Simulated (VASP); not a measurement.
A run of VASP 6.6.1 is set up as follows.

INCAR

```
PREC = Accurate
ENCUT = 520
EDIFF = 1E-6
ISMEAR = 0
SIGMA = 0.05
LREAL = F
LASPH = T
NELM = 60
ALGO = Normal
ISIF = 2
LWAVE = F
LCHARG = T
ISPIN = 2
MAGMOM = 0.5 0 0
LORBIT = 11
LMAXMIX = 4
LDAU = T
LDAUTYPE = 2
LDAUL = 2 -1
LDAUU = 8 0
LDAUJ = 0 0
LDAUPRINT = 1
GGA = CA
LELF = T
LVHAR = T
```

The input KPOINTS:

```
Automatic mesh
0
Gamma
  6 6 4
```

Contents of POSCAR:

```
PtSe2
1.0
    3.2802082100     -2.0108328800      0.0000000000
    3.2802082100      2.0108328800      0.0000000000
   -0.0032294100      0.0000000000      4.6257814300
Pt Se
1 2
Direct
    0.0000000000      0.0000000000      0.0000000000
    0.6879000000      0.6879000000      0.2889000000
    0.3121000000      0.3121000000      0.7111000000
```

Potentials or basis: VASP PAW LDA potentials, release 64 (Pt, Se).

Run with:

```bash
$ cat potpaw_LDA.64/Pt/POTCAR potpaw_LDA.64/Se/POTCAR > POTCAR
$ mpirun -np 1 vasp_std > vasp.out
```

Problem. What does it give for the pressure?

Solution. -13.5 GPa.

Problem. Predict the net moment.

Solution. 0.00 μB per cell.

Problem. Estimate the largest force.

Solution. 1.038 eV/Å.

Problem. Predict the band gap on the k mesh.

Solution. None (metal or under the smearing width).

Forces on the atoms (eV/Å):
```
Pt   0.000  0.000  0.000
Se  -0.187  0.000 -1.021
Se   0.187  0.000  1.021
```

Caveat: forces of over 1 eV/Å show positions far from the minimum, so gaps and moduli don't describe the material at rest. The state reached can hang on the start; a lower one may exist.
